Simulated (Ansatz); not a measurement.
**PtSe2: enthalpy under pressure, worked through**

Method: Ansatz 0.2.0, DFT PBE, scalar-relativistic, plane waves, PAW. (420 eV cutoff, 12×12×4 k-mesh, Gaussian smearing of 0.02 eV, no spin polarisation)

Starting point, cell and atoms relaxed:

```yaml
crystal:
  lattice:
    - [3.75156, 0.00000, 0.00000]
    - [-1.87578, 3.24895, 0.00000]
    - [0.00000, 0.00000, 6.50133]
  atoms:
    - { symbol: Pt, position: [0.00000, 0.00000, 0.00000] }
    - { symbol: Se, position: [0.66667, 0.33333, 0.79903] }
    - { symbol: Se, position: [0.33333, 0.66667, 0.20097] }
```

Cell and atoms were relaxed at each target pressure within the start's symmetry (P-3m1), at zero temperature; other phases can be more stable under pressure. H = E + PV with P the target; E is the free energy at the smearing used, whose derivative the pressure is, per atom and counted from zero pressure. The mesh named is that at zero pressure; some other pressures ran on another.

Spin–orbit coupling is left out, which can shift energies with elements as heavy as these.

```csv
P (GPa),V (Å³/atom),E − E0 (meV),H − H0 (meV)
0,26.414,0.0,0.0
3,20.208,27.3,405.7
8,18.886,69.0,1012.0
15,17.808,144.8,1812.0
30,16.323,347.2,3403.6
60,14.626,808.7,6286.1
```

Q: Thermodynamics gives dH/dP = V along a relaxed path. Integrate V over P by the trapezoid rule and compare with the computed enthalpies.

A: With 1 eV/Å³ = 160.22 GPa, each step adds the mean volume times ΔP / 160.22:
```tsv
P (GPa)	∫V dP (meV)	H − H0 (meV)	difference (meV)
3	436.5	405.7	30.8
8	1046.5	1012.0	34.5
15	1848.1	1812.0	36.1
30	3445.8	3403.6	42.2
60	6343.4	6286.1	57.2
```

V(P) curves upward, so the trapezoid rule runs high; integrating a smooth curve through the same points (P as a polynomial of degree 4 in ln V) puts that excess at about 90.5 meV at 60 GPa, against the 57.2 meV found. What is left comes from the shape of V(P) between points this far apart, and from the mesh, the smearing and the stress tolerance.

Q: At 60 GPa, how much of the enthalpy change is stored energy and how much is the PV term?

A: E rises by 809 meV/atom and PV is 60 × 14.626 / 160.22 = 5477 meV/atom, so PV makes 87 % of ΔH. So between rival structures at high pressure a small difference in volume can outweigh the difference in energy: 1 % of this volume is worth 54.8 meV/atom at this pressure.

Q: What bulk modulus do the lowest pressures give, and how is the compression shared among the axes?

A: From the pressures that the runs reached, 0.00 GPa (26.414 Å³) and 3.03 GPa (20.208 Å³), B = −ΔP/Δln V = 3.03 / 0.2678 = 11 GPa, a mean over that range. Where layers or molecules are held by dispersion forces, this functional describes the zero-pressure volume and B poorly. The linear compressibilities −Δln(length)/ΔP are -2.04 along a, -2.04 along b, 92.50 along c (in TPa⁻¹). With fixed angles they add up to 1/B: 88.42 against 88.42. Softest: c, at 105 % of the volume change per axis, while a negative value marks an axis that lengthens under pressure.

The first 3 GPa remove more volume than the whole remaining climb to 60 GPa, yet store only 27.3 meV per atom. This compression runs almost entirely along c: it closes the weakly bound gap between Se layers, while the covalent Pt–Se framework resists. Once the gap is largely closed, Se–Se repulsion and the Pt–Se bonds carry the load, and the crystal stiffens sharply. The slight lengthening of a probably reflects interlayer Se p overlap, which draws charge out of Pt–Se bonding states as the layers approach.

Real PtSe2 has unusually strong interlayer coupling and a much shorter c axis at ambient pressure than the 6.50133 Å found here. Without long-range dispersion attraction, PBE leaves the layers too far apart, so much of the initial collapse is probably an artefact, and 11 GPa is no estimate of the material's bulk modulus. The excess volume also enters every enthalpy counted from zero pressure as a shared offset, which makes enthalpy differences between the compressed states more trustworthy than the totals.
